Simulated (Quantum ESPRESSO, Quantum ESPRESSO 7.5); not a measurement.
# Cubic ZrV₂: PBEsol underestimates the lattice constant by about 2.5 %

## Starting point

ZrV₂ is a superconducting metal that crystallises at room temperature in the cubic MgCu₂-type Laves structure. The reference is the cubic lattice constant of 7.439 Å compiled in a printed reference work on superconductivity and lattice constants of Laves phases; neither temperature nor method is given with the value. A second value, 7.43 Å, belongs to the diffraction structure from which the relaxations start (1978, Crystallography Open Database entry 1541084). It lies 0.009 Å below the reference, and its sample and temperature are not given either.

The sample matters in this compound. ZrV₂ forms peritectically, so second phases are common, and absorbed hydrogen expands the lattice. On cooling, the cubic phase distorts to a rhombohedral one, so a cubic constant normally refers to temperatures above that transition.

| compared with | measured | source's wording or label | method |
| --- | --- | --- | --- |
| a (Å) | 7.439 | cubic lattice constant | compiled value, method not stated * |
| a (Å) | 7.43 | 7.4300 | diffraction refinement behind the database entry |

Where a quantity has several values, deviations refer to the one marked *.

Conditions are those given with the value in the passage it was taken from; "not stated" means there, and the paper may say more elsewhere. The values are a selection: others may have been left out beforehand as unlike or outlying.

## Choices

The aim is the lattice constant of the ideal, nonmagnetic cubic crystal, with six atoms in the primitive cell. Success is set at 0.5 % of the reference, about 0.04 Å. That is wide enough to take in the difference between the two measured values and the thermal and zero-point expansion missing from a static calculation, roughly 0.2 to 0.3 % in length for a metal of this kind. It is still narrow enough to expose the error of a functional, which often reaches 1 % or more in transition metals.

PBEsol is the main level because it was designed for the equilibrium structures of solids. Its known weakness is a tendency to make 3d metals too compact, and vanadium supplies two thirds of the atoms here. LDA binds more strongly still and is useful only for scale. A dispersion correction would add further attraction to a densely packed metal and is left aside. The work begins at a high cutoff, then tests the cutoff and the potentials, and finally sets LDA beside the result.

Plain PBE isn't shown in this study.

System: ZrV2, cubic Laves, MgCu2 type; Fd-3m (No. 227), 6 atoms in the primitive cell; the database structure is a diffraction structure: a = 7.430 Å; structure from the Crystallography Open Database.

On the selection of runs and values: Further runs on this system are not shown.

## 1. PBEsol at a high cutoff

A relaxation under pressure-free conditions is sensitive to the basis, so the first run uses ultrasoft potentials at 61 Ry instead of a cheaper setting that would have to be repeated. The lattice constant is expected to fall below the measured one, because of the vanadium sublattice.

**Run 1.** Quantum ESPRESSO 7.5: PBEsol, GBRV ultrasoft potentials, cell and atoms relaxed from the database structure, cutoff 61 Ry (density 488 Ry), 6x6x6 k mesh, Marzari-Vanderbilt smearing 0.14 eV.

Key lines of the input:
```
! potential files: GBRV ultrasoft potentials, made for PBEsol
&control
  calculation = 'vc-relax'
  forc_conv_thr = 2.0d-4
  etot_conv_thr = 1.0d-5
  nstep = 60
/
&system
  nat = 6
  ntyp = 2
  ecutwfc = 61
  ecutrho = 488
  nbnd = 51
  occupations = 'smearing'
  smearing = 'mv'
  degauss = 0.01029
/
&electrons
  conv_thr = 1.0d-8
  electron_maxstep = 100
  mixing_beta = 0.4
/
&ions
/
&cell
  press_conv_thr = 0.5
/
ATOMIC_SPECIES
  Zr 91.224 Zr.upf
  V 50.941 V.upf
[... cell and positions ...]
K_POINTS automatic
  6 6 6 0 0 0
```

Command:
```
OMP_NUM_THREADS=1 mpirun -n 4 pw.x -nk 4 -in relax.in > relax.out
```

Selected lines of the output:
```
     bfgs converged in   5 scf cycles and   4 bfgs steps
          total   stress  (Ry/bohr**3)                   (kbar)     P=       -0.01
```

Converged; 4 min on 4 cores of Arm Neoverse V1, shared host.

| quantity | run 1 | measured | deviation |
| --- | --- | --- | --- |
| a (Å) | 7.253 | 7.439 | −0.186 (−2.5 %) |
| conventional cell volume (Å³) | 381.57 |  |  |
| final pressure (GPa) | −0.001 |  |  |

The relaxed cell has a = 7.253 Å, 2.5 % below the reference and far outside the target. The sign is the one expected of PBEsol with vanadium, and the size is striking: the deviation is about twenty times the difference between the two measured values. The residual pressure is practically zero, so an unfinished relaxation does not explain it.

## 2. Other potentials and a second cutoff

Before the functional is blamed, the potentials have to be checked. PseudoDojo norm-conserving potentials at 84 Ry keep PBEsol and the k mesh but replace the description of the cores. Alongside them, the ultrasoft relaxation is repeated at 45 Ry to show how strongly the lattice constant depends on the cutoff. Both are expected to stay much closer to the first result than to experiment.

**Run 2.** Quantum ESPRESSO 7.5: PBEsol, PseudoDojo norm-conserving potentials, cell and atoms relaxed from the database structure, cutoff 84 Ry, 6x6x6 k mesh, Marzari-Vanderbilt smearing 0.14 eV.

Key lines of the input, as changed from run 1:
```diff
- ! potential files: GBRV ultrasoft potentials, made for PBEsol
+ ! potential files: PseudoDojo norm-conserving potentials, made for PBEsol
  &system
-   ecutwfc = 61
-   ecutrho = 488
+   ecutwfc = 84
```

Selected lines of the output:
```
          total   stress  (Ry/bohr**3)                   (kbar)     P=       -0.10
```

Converged; 3.8 min on the same hardware.

**Run 3.** Quantum ESPRESSO 7.5: PBEsol, GBRV ultrasoft potentials, cell and atoms relaxed from the database structure, cutoff 45 Ry (density 360 Ry), 6x6x6 k mesh, Marzari-Vanderbilt smearing 0.14 eV.

Key lines of the input, as changed from run 1:
```diff
  &system
-   ecutwfc = 61
-   ecutrho = 488
+   ecutwfc = 45
+   ecutrho = 360
```

Selected lines of the output:
```
          total   stress  (Ry/bohr**3)                   (kbar)     P=       -0.06
```

Converged; 2.4 min on the same hardware.

| quantity | run 2 | run 3 | measured |
| --- | --- | --- | --- |
| a (Å) | 7.258 | 7.253 | 7.439 |
| conventional cell volume (Å³) | 382.29 | 381.59 |  |
| final pressure (GPa) | −0.010 | −0.006 |  |

The norm-conserving potentials give 7.258 Å, only 0.005 Å more than the ultrasoft ones, and the step from 45 to 61 Ry changes the ultrasoft lattice constant by less than the printed precision. Neither the choice between these potentials nor the cutoff accounts for a deficit of 0.18 to 0.19 Å. The k mesh and the smearing are the same in all three relaxations, so their agreement says nothing about either setting.

## 3. LDA for scale

An LDA relaxation at 45 Ry, with the same mesh and smearing, shows how far the lattice constant moves with the functional. It is expected to be shorter than the PBEsol value and so to lie further from the reference. PBEsol with D3 is passed over because its added attraction would also be expected to shorten the cell.

**Run 4.** Quantum ESPRESSO 7.5: LDA, GBRV ultrasoft potentials, cell and atoms relaxed from the database structure, cutoff 45 Ry (density 360 Ry), 6x6x6 k mesh, Marzari-Vanderbilt smearing 0.14 eV.

Key lines of the input, as changed from run 3:
```diff
- ! potential files: GBRV ultrasoft potentials, made for PBEsol
+ ! potential files: GBRV ultrasoft potentials, made for LDA
```

Converged; 2.3 min on the same hardware.

| quantity | run 4 | measured | deviation |
| --- | --- | --- | --- |
| a (Å) | 7.179 | 7.439 | −0.260 (−3.5 %) |
| conventional cell volume (Å³) | 369.91 |  |  |
| final pressure (GPa) | −0.013 |  |  |

LDA gives 7.179 Å, 0.074 Å below PBEsol with the same type of potentials and the same cutoff, so it lies further from the reference, at −3.5 %. The order of the two functionals is the usual one. The change of functional moves the lattice constant far more than the change of potentials or cutoff did, yet the step from LDA to PBEsol recovers only 0.074 of the 0.260 Å that LDA lacks.

The PBEsol deficit therefore remains. Adding D3 attraction would be expected to increase it, and a lower cutoff would not test its cause, so the relaxations end here. A plain PBE result, the more telling comparison, is not shown in this report.

## Table of results

| run | settings | a (Å) | deviation | cost |
| --- | --- | --- | --- | --- |
| 1 | PBEsol, GBRV ultrasoft potentials, cutoff 61 Ry (density 488 Ry) | 7.253 | −0.186 (−2.5 %) | 16 core-min |
| 2 | PBEsol, PseudoDojo norm-conserving potentials, cutoff 84 Ry | 7.258 | −0.181 (−2.4 %) | 15 core-min |
| 3 | PBEsol, GBRV ultrasoft potentials, cutoff 45 Ry (density 360 Ry) | 7.253 | −0.186 (−2.5 %) | 9.5 core-min |
| 4 | LDA, GBRV ultrasoft potentials, cutoff 45 Ry (density 360 Ry) | 7.179 | −0.260 (−3.5 %) | 9.3 core-min |
|  | measured | 7.439 |  |  |

Further runs on the same system, made beside this series (convergence steps with loose settings among them):

| further | settings | a (Å) | deviation | cost |
| --- | --- | --- | --- | --- |
| F1 | PBEsol+D3(BJ), GBRV ultrasoft potentials, cutoff 45 Ry (density 360 Ry), 6x6x6 k mesh | 7.168 | −0.271 (−3.6 %) | 9.8 core-min |
| F2 | PBEsol, GBRV ultrasoft potentials, cutoff 45 Ry (density 360 Ry), 4x4x4 k mesh | 7.256 | −0.183 (−2.5 %) | 5.7 core-min |
|  | measured | 7.439 |  |  |

## Judgement

PBEsol misses the target of 0.5 % clearly. The relaxation at 61 Ry gives a = 7.253 Å against the reference of 7.439 Å, a deficit of 2.5 %, at a cost of 16 core-minutes. Taking the database value of 7.43 Å instead would not change this call.

The check with norm-conserving potentials mattered most: it moved the result by only 0.005 Å. The 45 Ry run reproduced the 61 Ry value to the printed precision for 9.5 core-minutes, so the higher cutoff brought no gain in accuracy. A further PBEsol run on a 4×4×4 mesh gives 7.256 Å, 0.003 Å above the 6×6×6 result. None of these settings explains the miss.

LDA is shorter still, at 7.179 Å. PBEsol with D3 falls to 7.168 Å, which confirms that added dispersion attraction worsens the result.

Thermal and zero-point expansion would lengthen the static cell by roughly 0.02 Å and leave a deficit of more than 2 %. The likeliest main cause is the overbinding of vanadium by PBEsol. It has the right sign, but these runs do not establish that it accounts for the whole deficit. Absorbed hydrogen in the samples would also act in this direction, though nothing in the two measured values points to it. The influence of the smearing is not shown in this report, nor is that of the low-temperature distortion, which the cubic relaxations cannot find. Plain PBE, also not shown, would be the natural comparison, since it usually gives longer lattice constants.

[Logs are printed without paths, hosts, clocks, repeated set-up lines and the standing remarks that a program may print on its own settings, such as how far it seeks lower states.]

[The runs shown are a pick from a larger set of finished runs; failed, doubtful and other runs were left out of it ahead of writing. So were measured values far from every level or from commonly accepted values, and agreement can look better than it is. Lines of input and output are excerpts and may be shortened.]
